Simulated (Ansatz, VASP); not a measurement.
## Sn3Se in VASP and in Ansatz

File POSCAR:

```
Sn3Se
1.0
    0.0000000000      3.7331380000      3.7331380000
    3.7331380000      0.0000000000      3.7331380000
    3.7331380000      3.7331380000      0.0000000000
Sn Se
3 1
Direct
    0.5000000000      0.5000000000      0.5000000000
    0.7500000000      0.7500000000      0.7500000000
    0.2500000000      0.2500000000      0.2500000000
    0.0000000000      0.0000000000      0.0000000000
```

Contents of INCAR.step1:

```
SYSTEM = Sn3Se
  ALGO = Normal
  EDIFF = 1E-4
  ENCUT = 520
  GGA = PE
  ISMEAR = -1
  LASPH = .TRUE.
  LCHARG = .FALSE.
  LREAL = .FALSE.
  LWAVE = .TRUE.
  NBANDS = 32
  NELM = 100
  PREC = Accurate
  SIGMA = 0.05
```

File INCAR.step2:

```
SYSTEM = Sn3Se
  ALGO = Normal
  EDIFF = 1E-6
  ENCUT = 520
  ISIF = 2
  ISMEAR = -1
  ISTART = 1
  LASPH = .TRUE.
  LCHARG = .TRUE.
  LELF = .TRUE.
  LMIXTAU = .TRUE.
  LREAL = .FALSE.
  LVHAR = .TRUE.
  LWAVE = .FALSE.
  METAGGA = R2SCAN
  NBANDS = 32
  NELM = 100
  PREC = Accurate
  SIGMA = 0.05
```

KPOINTS

```
k-points
0
G
  6 6 6
  0 0 0
```

Contents of input.yaml:

```yaml
crystal:
  lattice:
    - [0.0, 3.733138, 3.733138]
    - [3.733138, 0.0, 3.733138]
    - [3.733138, 3.733138, 0.0]
  atoms:
    - { symbol: Sn, position: [0.5, 0.5, 0.5] }
    - { symbol: Sn, position: [0.75, 0.75, 0.75] }
    - { symbol: Sn, position: [0.25, 0.25, 0.25] }
    - { symbol: Se, position: [0.0, 0.0, 0.0] }
hamiltonian:
  xc: r2scan
  pseudopotentials: { kind: paw }
kpoints:
  mp_grid: { grid: [6, 6, 6] }
  band_path:
    path:
      - [[0.0, 0.0, 0.0], [0.5, 0.0, 0.5], [0.5, 0.25, 0.75], [0.375, 0.375, 0.75], [0.0, 0.0, 0.0], [0.5, 0.5, 0.5], [0.625, 0.25, 0.625], [0.5, 0.25, 0.75], [0.5, 0.5, 0.5], [0.375, 0.375, 0.75]]
      - [[0.625, 0.25, 0.625], [0.5, 0.0, 0.5]]
    npoints: 14
scf:
  occupations: { method: fermi_dirac, width: 0.05 }
  n_extra_bands: 10
output:
  forces: true
  stress: true
  eigenvalues: true
  fatbands: false
  write_density: true
  write_potential: true
  elf: true
  volumetric_format: npy
```

The cell comes from a database or a generator and needn't be the stable form of this composition.

Alike in both runs: functional r2SCAN; k mesh 6 × 6 × 6; occupations fermi-dirac, width 0.05 eV; no spin polarisation.

|  | VASP | Ansatz |
| --- | --- | --- |
| version | VASP 6.6.1 | Ansatz 0.2.0 |
| potentials or method | VASP PAW PBE potentials, release 64 (Sn_d, Se) | Ansatz PAW |
| plane-wave cutoff (eV) | 520 | 500 |
| valence electrons in the cell | 48 | 58 |
| task | single point | band structure |

```tsv
	VASP	Ansatz	Ansatz less VASP
gap on the k mesh at the Fermi level (eV)	none	none	-
pressure (GPa)	-1.3	-1.3	+0.01
```

A gap of «none» marks a metal or a gap that the smearing closes. The functional is the same, so the differences come from potentials, cutoffs and numerics. The two sets of potentials don't hold the same shells in valence.

Caveats: the PAW data sets were made with another functional, which shifts forces and pressure a little (VASP); spin-orbit coupling is left out, which moves the levels of the heavy elements (Ansatz); the PAW data sets come from PBE, with cores solved anew for the run's functional, which leaves a small shift of forces and pressure (Ansatz).
